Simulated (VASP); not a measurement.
# Settings for Si: self-consistent run

Si, P1 (no. 1), 4 atoms in the cell. PBE; PAW potentials Si (PBE set). VASP 6.6.1. The atoms are moved at random off their ideal places.

Wanted: energy within 1 meV/atom; forces within 0.005 eV/Å; pressure within 0.1 GPa.

POSCAR:
```
Si
1.0
    3.8313174605      0.0000000000      0.0000000000
   -1.9156587303      3.3180182508      0.0000000000
    0.0000000000      0.0000000000      6.3326220002
Si
4
Direct
    0.6699270000      0.3365310000      0.9377220000
    0.3388510000      0.6697410000      0.4365450000
    0.6692030000      0.3337620000      0.5662070000
    0.3322490000      0.6638230000      0.0628660000
```

## FFT grids and symmetry tolerance typed by hand

| FFT grids and symmetry tolerance typed by hand | Energy less reference (meV/atom) | Forces, largest deviation (eV/Å) | Pressure (GPa) | SCF iterations | Time (s) |
|---|---|---|---|---|---|
| default | 0.0 | 0.0000 | 1.37 | 13 | 28 |
| NGX, NGY, NGZ = 36, 36, 58 | 0.0 | 0.0000 | 1.37 | 13 | 54 |
| NGX, NGY, NGZ = 22, 22, 36 | 0.0 | 0.0001 | 1.37 | 13 | 18 |
| NGX, NGY, NGZ = 18, 18, 30 | 0.0 | 0.0003 | 1.37 | 13 | 18 |
| NGX, NGY, NGZ = 16, 16, 26 | 0.0 | 0.0003 | 1.38 | 13 | 12 |
| NGXF, NGYF, NGZF = 40, 40, 66 | 0.0 | 0.0001 | 1.37 | 13 | 34 |
| NGXF, NGYF, NGZF = 80, 80, 132 | 0.0 | 0.0000 | 1.37 | 13 | 34 |
| SYMPREC = 0.001 | 0.0 | 0.0000 | 1.37 | 13 | 29 |
| SYMPREC = 1e-08 | 0.0 | 0.0000 | 1.37 | 13 | 30 |
| EWALD_CUTOFF = 2.0 | -753.8 | 0.5454 | -10.70 | 13 | 28 |
| EWALD_CUTOFF = 8.0 | 0.0 | 0.0000 | 1.37 | 13 | 27 |

Chosen: NGX, NGY, NGZ = 16, 16, 26, the fastest of those that stay within half of the tolerance.

## The input

INCAR:
```
SYSTEM = Si
PREC = Accurate ; ENCUT = 450
EDIFF = 1E-7 ; ISMEAR = 0
SIGMA = 0.02 ; LREAL = .False.
LASPH = .True. ; ALGO = Normal
NELM = 100 ; ISIF = 2
LWAVE = .False. ; LCHARG = .False.
NGX = 16 ; NGY = 16
NGZ = 26
```

KPOINTS:
```
k-points
0
Gamma
  7 7 4
```

Commands:
```
cat potpaw_PBE.64/Si/POTCAR > POTCAR
mpirun -np 1 vasp_std > vasp.out
```

The chosen input took VASP 6.6.1 12 s on 1 core (Intel Xeon 6975P-C (Granite Rapids)), a shared host.

## An input that fails: an FFT grid typed too coarse

It runs to its end, but against the unchanged starting input it is off by 0.3 meV/atom in the energy, 0.1380 eV/Å in the forces, 0.12 GPa in the pressure.

Changes against the starting input:
```
+ NGX = 10
+ NGY = 10
+ NGZ = 16
```
